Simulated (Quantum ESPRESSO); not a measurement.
# TaN (Fm-3m) in Quantum ESPRESSO: equation of state

Aim: energy against volume of TaN in PBE, for its equilibrium volume and stiffness.

Program: Quantum ESPRESSO 7.5. These are calculated values, not measurements. Logs are shortened: lines on timing, memory, paths and dates and some standing lists are left out, and cuts for length are marked.

**1. Starting point**

The structure is cubic, space group Fm-3m (No. 225). Conventional cell: a = 4.423 Å, b = 4.423 Å, c = 4.423 Å, α = 90.00°, β = 90.00°, γ = 90.00°. Around Ta (site symmetry m-3m) lie 6 N at 2.21 Å. Around N (site symmetry m-3m) lie 6 Ta at 2.21 Å.

The cell comes from a database or a generator and needn't be the stable form of this composition.

**2. Single point, PBE, 10.16 Å³/atom**

The input, pw.in:

```
&CONTROL
  calculation = 'scf'
  prefix = 'pwscf'
  outdir = './tmp'
  pseudo_dir = './pseudo'
  tprnfor = .true.
  tstress = .true.
  disk_io = 'nowf'
/
&SYSTEM
  ibrav = 0
  nat = 2
  ntyp = 2
  ecutwfc = 60
  ecutrho = 480
  nbnd = 15
  occupations = 'smearing'
  smearing = 'fd'
  degauss = 0.00367493
/
&ELECTRONS
  conv_thr = 4d-10
  electron_maxstep = 120
  mixing_beta = 0.5
/
ATOMIC_SPECIES
Ta   180.9479 Ta_pbe_v1.uspp.F.UPF
N     14.0070 N.pbe-n-radius_5.UPF
CELL_PARAMETERS angstrom
   0.0000000000    2.1661812927    2.1661812927
   2.1661812927    0.0000000000    2.1661812927
   2.1661812927    2.1661812927    0.0000000000
ATOMIC_POSITIONS crystal
Ta     0.5000000000    0.5000000000    0.5000000000
N      0.0000000000    0.0000000000    0.0000000000
K_POINTS automatic
10 10 10 0 0 0
```

Potentials or basis: SSSP 1.3 efficiency PBE.

Started as:

```sh
$ OMP_NUM_THREADS=1 pw.x -in pw.in > pw.out
```

pw.out:

```text
This program is part of the open-source Quantum ESPRESSO suite
     for quantum simulation of materials; please cite
         "P. Giannozzi et al., J. Phys.:Condens. Matter 21 395502 (2009);
         "P. Giannozzi et al., J. Phys.:Condens. Matter 29 465901 (2017);
         "P. Giannozzi et al., J. Chem. Phys. 152 154105 (2020);
     in publications or presentations arising from this work. More details at

     Message from routine setup:
     using ibrav=0 with symmetry is DISCOURAGED, use correct ibrav instead

     G-vector sticks info
     --------------------
     sticks:   dense  smooth     PW     G-vecs:    dense   smooth      PW
     Sum        1111     559    169                24309     8609    1471

     Using Slab Decomposition

     bravais-lattice index     =            0
     lattice parameter (alat)  =       5.7891  a.u.
     unit-cell volume          =     137.1864 (a.u.)^3
     number of atoms/cell      =            2
     number of atomic types    =            2
     number of electrons       =        18.00
     number of Kohn-Sham states=           15
     kinetic-energy cutoff     =      60.0000  Ry
     charge density cutoff     =     480.0000  Ry
     scf convergence threshold =      4.0E-10
     mixing beta               =       0.5000
     number of iterations used =            8  plain     mixing
     Exchange-correlation= PBE
                           (   1   4   3   4   0   0   0)

     celldm(1)=   5.789068  celldm(2)=   0.000000  celldm(3)=   0.000000
     celldm(4)=   0.000000  celldm(5)=   0.000000  celldm(6)=   0.000000

     crystal axes: (cart. coord. in units of alat)
               a(1) = (   0.000000   0.707107   0.707107 )
               a(2) = (   0.707107   0.000000   0.707107 )
               a(3) = (   0.707107   0.707107   0.000000 )

     reciprocal axes: (cart. coord. in units 2 pi/alat)
               b(1) = ( -0.707107  0.707107  0.707107 )
               b(2) = (  0.707107 -0.707107  0.707107 )
               b(3) = (  0.707107  0.707107 -0.707107 )

     PseudoPot. # 1 for Ta read from file:
     Ta_pbe_v1.uspp.F.UPF
     Pseudo is Ultrasoft + core correction, Zval = 13.0
     Generated by new atomic code, or converted to UPF format
     Using radial grid of  921 points,  7 beta functions with:
                l(1) =   0
                l(2) =   0
                l(3) =   1
                l(4) =   1
                l(5) =   2
                l(6) =   2
                l(7) =   3
     Q(r) pseudized with  6 coefficients,  rinner =    1.300   1.300   1.300
                                                       1.300   1.300   1.300
                                                       1.300

     PseudoPot. # 2 for N  read from file:
     N.pbe-n-radius_5.UPF
     Pseudo is Ultrasoft + core correction, Zval =  5.0
     Generated using "atomic" code by A. Dal Corso  v.5.1
     Using radial grid of 1085 points,  4 beta functions with:
                l(1) =   0
                l(2) =   0
                l(3) =   1
                l(4) =   1
     Q(r) pseudized with 0 coefficients

     atomic species   valence    mass     pseudopotential
     Ta               13.00   180.94790     Ta( 1.00)
     N                 5.00    14.00700     N ( 1.00)

     48 Sym. Ops., with inversion, found

   Cartesian axes

     site n.     atom                  positions (alat units)
         1        Ta     tau(   1) = (   0.7071068   0.7071068   0.7071068  )
         2        N      tau(   2) = (   0.0000000   0.0000000   0.0000000  )

     number of k points=    47  Fermi-Dirac smearing, width (Ry)=  0.0037
                       cart. coord. in units 2pi/alat
        k(    1) = (   0.0000000   0.0000000   0.0000000), wk =   0.0020000
        k(    2) = (   0.0707107   0.0707107  -0.0707107), wk =   0.0160000
        k(    3) = (   0.1414214   0.1414214  -0.1414214), wk =   0.0160000
        k(    4) = (   0.2121320   0.2121320  -0.2121320), wk =   0.0160000
        k(    5) = (   0.2828427   0.2828427  -0.2828427), wk =   0.0160000
        k(    6) = (  -0.3535534  -0.3535534   0.3535534), wk =   0.0080000
[... 39 lines left out ...]
        k(   46) = (  -0.0707107  -0.3535534   0.6363961), wk =   0.0480000
        k(   47) = (  -0.7071068   0.2828427   0.0000000), wk =   0.0240000

     Dense  grid:    24309 G-vectors     FFT dimensions: (  45,  45,  45)

     Smooth grid:     8609 G-vectors     FFT dimensions: (  30,  30,  30)

     Initial potential from superposition of free atoms

     starting charge      17.9989, renormalised to      18.0000

     negative rho (up, down):  9.335E-02 0.000E+00
     Starting wfcs are   17 randomized atomic wfcs

     Self-consistent Calculation

     iteration #  1     ecut=    60.00 Ry     beta= 0.50
     Davidson diagonalization with overlap
     ethr =  1.00E-02,  avg # of iterations =  3.1

     negative rho (up, down):  9.605E-02 0.000E+00

     total energy              =    -162.01291436 Ry
     estimated scf accuracy    <       0.48208667 Ry

     iteration #  2     ecut=    60.00 Ry     beta= 0.50
     Davidson diagonalization with overlap
     ethr =  2.68E-03,  avg # of iterations =  2.0

     negative rho (up, down):  9.722E-02 0.000E+00

     total energy              =    -162.15607194 Ry
     estimated scf accuracy    <       0.20125868 Ry

     iteration #  3     ecut=    60.00 Ry     beta= 0.50
     Davidson diagonalization with overlap
     ethr =  1.12E-03,  avg # of iterations =  1.1

     negative rho (up, down):  1.000E-01 0.000E+00

     total energy              =    -162.19351724 Ry
     estimated scf accuracy    <       0.00238267 Ry

     iteration #  4     ecut=    60.00 Ry     beta= 0.50
     Davidson diagonalization with overlap
     ethr =  1.32E-05,  avg # of iterations =  2.8

     negative rho (up, down):  9.951E-02 0.000E+00

     total energy              =    -162.19391963 Ry
     estimated scf accuracy    <       0.00080672 Ry

     iteration #  5     ecut=    60.00 Ry     beta= 0.50
     Davidson diagonalization with overlap
     ethr =  4.48E-06,  avg # of iterations =  1.3

     negative rho (up, down):  9.943E-02 0.000E+00

     total energy              =    -162.19394534 Ry
     estimated scf accuracy    <       0.00006346 Ry
[... 37 lines left out ...]
     iteration # 10     ecut=    60.00 Ry     beta= 0.50
     Davidson diagonalization with overlap
     ethr =  1.54E-10,  avg # of iterations =  1.1

     negative rho (up, down):  9.939E-02 0.000E+00

     total energy              =    -162.19394751 Ry
     estimated scf accuracy    <          5.8E-09 Ry

     iteration # 11     ecut=    60.00 Ry     beta= 0.50
     Davidson diagonalization with overlap
     ethr =  3.22E-11,  avg # of iterations =  2.0

     negative rho (up, down):  9.939E-02 0.000E+00

     total energy              =    -162.19394751 Ry
     estimated scf accuracy    <          7.3E-10 Ry

     iteration # 12     ecut=    60.00 Ry     beta= 0.50
     Davidson diagonalization with overlap
     ethr =  4.07E-12,  avg # of iterations =  1.2

     negative rho (up, down):  9.939E-02 0.000E+00

     total energy              =    -162.19394751 Ry
     estimated scf accuracy    <          5.4E-10 Ry

     iteration # 13     ecut=    60.00 Ry     beta= 0.50
     Davidson diagonalization with overlap
     ethr =  3.01E-12,  avg # of iterations =  1.4

     negative rho (up, down):  9.939E-02 0.000E+00

     End of self-consistent calculation

          k = 0.0000 0.0000 0.0000 (  1067 PWs)   bands (ev):

   -46.7118 -12.9166 -12.9166 -12.9166   3.5516  18.7983  18.7983  18.7983
    20.5399  20.5399  20.5399  22.8522  22.8522  24.6810  31.9279

          k = 0.0707 0.0707-0.0707 (  1067 PWs)   bands (ev):

   -46.7052 -13.0211 -12.9257 -12.9257   3.8116  17.6668  18.0127  18.0127
    20.9189  20.9189  20.9993  23.8219  23.8219  25.3709  32.7015

          k = 0.1414 0.1414-0.1414 (  1065 PWs)   bands (ev):

   -46.6878 -13.2856 -12.9496 -12.9496   4.5184  15.7847  16.7621  16.7621
    21.5827  21.7806  21.7806  25.8185  25.8185  26.8253  34.5357

          k = 0.2121 0.2121-0.2121 (  1077 PWs)   bands (ev):

   -46.6663 -13.5960 -12.9788 -12.9788   5.4801  13.9860  15.7308  15.7308
    22.4443  22.9926  22.9926  27.9821  28.0035  28.0035  35.3924

          k = 0.2828 0.2828-0.2828 (  1065 PWs)   bands (ev):

   -46.6487 -13.8356 -13.0022 -13.0022   6.4059  12.5927  15.0784  15.0784
    23.7596  24.2355  24.2355  27.7079  29.8954  29.8954  35.0267

          k =-0.3536-0.3536 0.3536 (  1068 PWs)   bands (ev):

   -46.6421 -13.9246 -13.0111 -13.0111   6.8323  12.0182  14.8564  14.8564
    24.8207  24.8207  24.9100  26.6819  30.7917  30.7917  35.1094

          k = 0.1414-0.0000 0.0000 (  1074 PWs)   bands (ev):

   -46.7030 -13.0150 -12.9488 -12.9488   3.8843  16.9322  18.2577  18.2577
    20.0378  21.6199  21.6199  23.0272  24.0766  26.1042  32.9498

          k = 0.2121 0.0707-0.0707 (  1062 PWs)   bands (ev):

   -46.6892 -13.2103 -12.9839 -12.9651   4.3990  15.6103  17.2519  17.5048
    20.1682  22.4092  22.4333  24.1947  25.1812  27.8096  34.4587

          k = 0.2828 0.1414-0.1414 (  1082 PWs)   bands (ev):

   -46.6690 -13.4951 -13.0174 -12.9939   5.2015  14.2977  16.0122  16.4603
    20.8930  23.3922  23.4669  26.2132  26.8556  29.3768  35.7030

          k = 0.3536 0.2121-0.2121 (  1080 PWs)   bands (ev):
[... 74 lines left out ...]
          k =-0.1414-0.5657 0.5657 (  1074 PWs)   bands (ev):

   -46.6270 -13.6917 -13.3133 -13.1686   5.4246  14.7102  15.8223  16.6617
    19.7916  25.7506  25.8391  27.0386  28.2248  31.2893  32.8475

          k =-0.0707-0.4950 0.4950 (  1091 PWs)   bands (ev):

   -46.6243 -13.6555 -13.4418 -13.1311   5.7532  14.1584  15.6959  15.9441
    21.2906  24.9958  25.1508  27.8017  28.9933  32.1985  33.3962

          k =-0.0000-0.4243 0.4243 (  1081 PWs)   bands (ev):

   -46.6300 -13.6344 -13.4389 -13.0717   6.0264  13.4971  15.4300  15.7561
    23.1287  24.1616  24.2062  26.7465  30.4846  32.5249  33.7660

          k = 0.5657-0.0000 0.0000 (  1082 PWs)   bands (ev):

   -46.6280 -13.7028 -13.2183 -13.2183   4.9366  15.2788  17.2323  17.8986
    17.8986  24.7911  26.3687  26.3687  27.2617  31.1158  32.9226

          k =-0.0707-0.6364 0.6364 (  1080 PWs)   bands (ev):

   -46.6213 -13.7329 -13.2840 -13.2274   4.9676  15.7372  16.4736  17.5885
    18.5583  25.6178  26.3136  26.3778  27.9129  30.4894  32.4119

          k = 0.0000-0.5657 0.5657 (  1073 PWs)   bands (ev):

   -46.6199 -13.6751 -13.4117 -13.1943   5.2686  15.3774  15.8739  16.7896
    19.6731  25.7503  25.8753  27.2254  27.9576  31.0876  33.0059

          k =-0.7071 0.0000 0.0000 (  1090 PWs)   bands (ev):

   -46.6191 -13.7697 -13.2496 -13.2496   4.8002  16.0280  16.9889  18.0157
    18.0157  25.0461  26.5849  26.5849  27.7997  30.1129  31.9387

          k = 0.2828 0.1414 0.0000 (  1068 PWs)   bands (ev):

   -46.6740 -13.3701 -13.0719 -12.9793   4.9107  14.6306  16.5772  16.9797
    20.3067  23.2184  23.6511  24.4031  26.5217  29.4094  35.9103

          k = 0.3536 0.2121-0.0707 (  1074 PWs)   bands (ev):

   -46.6552 -13.5814 -13.1450 -13.0098   5.5647  13.7889  15.6953  16.2833
    21.0317  23.9257  24.8217  25.7501  28.0923  30.5505  35.4072

          k =-0.2828-0.4243 0.5657 (  1075 PWs)   bands (ev):

   -46.6399 -13.7550 -13.1810 -13.0483   6.1217  13.1412  15.2403  15.6702
    22.1061  24.7446  24.9579  27.4698  29.2632  31.0608  34.0808

          k =-0.2121-0.3536 0.4950 (  1084 PWs)   bands (ev):

   -46.6341 -13.8210 -13.1899 -13.0668   6.3444  12.8822  15.2730  15.2781
    23.2877  23.8633  25.3288  28.3869  29.9845  30.8430  33.7906

          k = 0.4243 0.1414-0.0000 (  1068 PWs)   bands (ev):

   -46.6481 -13.5668 -13.1807 -13.0958   5.3214  14.1321  16.6080  16.6156
    19.6084  24.8625  25.1617  25.5677  27.1426  31.4393  35.1765

          k =-0.2121-0.4950 0.6364 (  1076 PWs)   bands (ev):

   -46.6342 -13.6688 -13.2676 -13.1317   5.6182  14.1237  15.7842  16.2306
    20.5057  25.1803  25.6802  26.4610  28.6395  31.6383  33.4466

          k =-0.1414-0.4243 0.5657 (  1085 PWs)   bands (ev):

   -46.6270 -13.7058 -13.3426 -13.1393   5.8678  13.8970  15.5620  15.8081
    21.7511  24.1030  25.8429  27.9717  28.9188  32.0957  33.2643

          k =-0.0707-0.3536 0.4950 (  1080 PWs)   bands (ev):

   -46.6292 -13.6798 -13.3727 -13.1039   5.9795  13.6230  15.4839  15.7252
    22.8262  23.4105  25.3751  27.1594  29.8715  32.3567  33.6315

          k = 0.0000-0.2828 0.4243 (  1073 PWs)   bands (ev):

   -46.6400 -13.6371 -13.2972 -13.0504   5.8728  13.5657  15.4477  15.9694
    21.8395  24.6878  24.7526  26.0106  29.5884  31.3886  34.2667

          k =-0.1414-0.5657 0.7071 (  1077 PWs)   bands (ev):

   -46.6271 -13.6856 -13.2679 -13.2114   5.1842  15.0990  16.4137  16.8032
    19.3082  25.5658  25.9367  26.3142  28.0333  31.1956  32.9927

          k =-0.0707-0.4950 0.6364 (  1080 PWs)   bands (ev):

   -46.6212 -13.6624 -13.3835 -13.2191   5.3736  15.1988  15.8508  16.3368
    20.2958  24.8949  26.3582  26.8872  28.2691  31.5817  33.2586

          k =-0.0000-0.4243 0.5657 (  1086 PWs)   bands (ev):

   -46.6220 -13.5517 -13.5393 -13.1727   5.6809  14.4204  15.7741  15.9147
    21.6509  23.8489  25.9737  27.4193  28.5820  32.8819  34.2707

          k =-0.7071 0.1414 0.0000 (  1084 PWs)   bands (ev):

   -46.6191 -13.7217 -13.3010 -13.2608   5.0380  15.9446  16.3372  16.8109
    19.2627  25.7493  25.9727  26.5899  28.0837  30.6190  32.5545

          k =-0.1414-0.4243 0.7071 (  1078 PWs)   bands (ev):

   -46.6248 -13.6327 -13.3962 -13.1906   5.6465  14.4655  15.7849  15.8842
    21.4796  23.9965  26.1654  26.6765  28.9921  32.4442  33.6881

          k =-0.0707-0.3536 0.6364 (  1074 PWs)   bands (ev):

   -46.6212 -13.5853 -13.4682 -13.2244   5.6584  14.5809  15.7488  15.8481
    22.5861  22.6649  26.3677  27.4734  28.0642  33.3124  34.1989

          k =-0.7071 0.2828 0.0000 (  1074 PWs)   bands (ev):

   -46.6190 -13.5943 -13.4336 -13.2788   5.4697  15.2649  15.8119  15.8750
    21.3814  23.7396  26.5981  26.9742  27.8494  32.7364  34.1326

     the Fermi energy is    22.7894 ev

!    total energy              =    -162.19394751 Ry
     estimated scf accuracy    <          1.9E-11 Ry
     smearing contrib. (-TS)   =      -0.00038517 Ry
     internal energy E=F+TS    =    -162.19356235 Ry

     The total energy is F=E-TS. E is the sum of the following terms:
     one-electron contribution =      -2.28897021 Ry
     hartree contribution      =      14.01991110 Ry
     xc contribution           =     -47.97712415 Ry
     ewald contribution        =    -125.94737910 Ry

     convergence has been achieved in  13 iterations

     negative rho (up, down):  9.939E-02 0.000E+00

     Forces acting on atoms (cartesian axes, Ry/au):

     atom    1 type  1   force =     0.00000000    0.00000000    0.00000000
     atom    2 type  2   force =     0.00000000    0.00000000    0.00000000

     Total force =     0.000000     Total SCF correction =     0.000000

     Computing stress (Cartesian axis) and pressure

     negative rho (up, down):  9.939E-02 0.000E+00
          total   stress  (Ry/bohr**3)                   (kbar)     P=      211.83
   0.00144002  -0.00000000  -0.00000000          211.83       -0.00       -0.00
  -0.00000000   0.00144002  -0.00000000           -0.00      211.83       -0.00
  -0.00000000  -0.00000000   0.00144002           -0.00       -0.00      211.83

=------------------------------------------------------------------------------=
   JOB DONE.
=------------------------------------------------------------------------------=
```

Wall time 10 s (1 thread of AMD EPYC 9R45 (Zen 5), shared host); peak memory 0.21 GiB.

What came out:

```
Free energy            : -2206.7611 eV
Pressure               : 21.2 GPa
Band gap on the k mesh : none (metal or under the smearing width)
```

**3. Single point, PBE, 10.38 Å³/atom**

pw.in, as its differences from that of step 2:

```diff
@@ -29,5 +29,5 @@
 CELL_PARAMETERS angstrom
-   0.0000000000    2.1661812927    2.1661812927
-   2.1661812927    0.0000000000    2.1661812927
-   2.1661812927    2.1661812927    0.0000000000
+   0.0000000000    2.1814365931    2.1814365931
+   2.1814365931    0.0000000000    2.1814365931
+   2.1814365931    2.1814365931    0.0000000000
 ATOMIC_POSITIONS crystal
```

Potentials or basis: SSSP 1.3 efficiency PBE.

Started as:

```sh
$ OMP_NUM_THREADS=1 pw.x -in pw.in > pw.out
```

Wall time 9.1 s (1 thread of AMD EPYC 9R45 (Zen 5), shared host); peak memory 0.21 GiB.

It converged, with:

```yaml
Free_energy: -2206.8072 eV
Pressure: 12.7 GPa
Band_gap_on_the_k_mesh: none (metal or under the smearing width)
```

**4. Single point, PBE, 10.60 Å³/atom**

pw.in, as its differences from that of step 3:

```diff
@@ -29,5 +29,5 @@
 CELL_PARAMETERS angstrom
-   0.0000000000    2.1814365931    2.1814365931
-   2.1814365931    0.0000000000    2.1814365931
-   2.1814365931    2.1814365931    0.0000000000
+   0.0000000000    2.1964814589    2.1964814589
+   2.1964814589    0.0000000000    2.1964814589
+   2.1964814589    2.1964814589    0.0000000000
 ATOMIC_POSITIONS crystal
```

Started as:

```sh
$ OMP_NUM_THREADS=1 pw.x -in pw.in > pw.out
```

It took 9.2 s on 1 thread of AMD EPYC 9R45 (Zen 5), shared host; peak memory 0.21 GiB.

The run converged. Its results:

| Item | Value |
| --- | --- |
| Free energy | -2206.8316 eV |
| Pressure | 5.0 GPa |
| Band gap on the k mesh | none (metal or under the smearing width) |

**5. Single point, PBE, 10.81 Å³/atom**

pw.in, as its differences from that of step 4:

```diff
@@ -29,5 +29,5 @@
 CELL_PARAMETERS angstrom
-   0.0000000000    2.1964814589    2.1964814589
-   2.1964814589    0.0000000000    2.1964814589
-   2.1964814589    2.1964814589    0.0000000000
+   0.0000000000    2.2113230000    2.2113230000
+   2.2113230000    0.0000000000    2.2113230000
+   2.2113230000    2.2113230000    0.0000000000
 ATOMIC_POSITIONS crystal
```

Started as:

```sh
$ OMP_NUM_THREADS=1 pw.x -in pw.in > pw.out
```

It took 9.3 s on 1 thread of AMD EPYC 9R45 (Zen 5), shared host; peak memory 0.22 GiB.

It converged, with:

```
Free energy            : -2206.8364 eV
Pressure               : -1.8 GPa
Band gap on the k mesh : none (metal or under the smearing width)
```

**6. Single point, PBE, 11.03 Å³/atom**

pw.in, as its differences from that of step 5:

```diff
@@ -29,5 +29,5 @@
 CELL_PARAMETERS angstrom
-   0.0000000000    2.2113230000    2.2113230000
-   2.2113230000    0.0000000000    2.2113230000
-   2.2113230000    2.2113230000    0.0000000000
+   0.0000000000    2.2259679500    2.2259679500
+   2.2259679500    0.0000000000    2.2259679500
+   2.2259679500    2.2259679500    0.0000000000
 ATOMIC_POSITIONS crystal
```

Potentials or basis: SSSP 1.3 efficiency PBE.

Started as:

```sh
$ OMP_NUM_THREADS=1 pw.x -in pw.in > pw.out
```

Wall time 9.6 s (1 thread of AMD EPYC 9R45 (Zen 5), shared host); peak memory 0.22 GiB.

The run converged. Its results:

* Free energy: -2206.8237 eV
* Pressure: -8.0 GPa
* Band gap on the k mesh: none (metal or under the smearing width)

(Continued in part 2 of 2.)
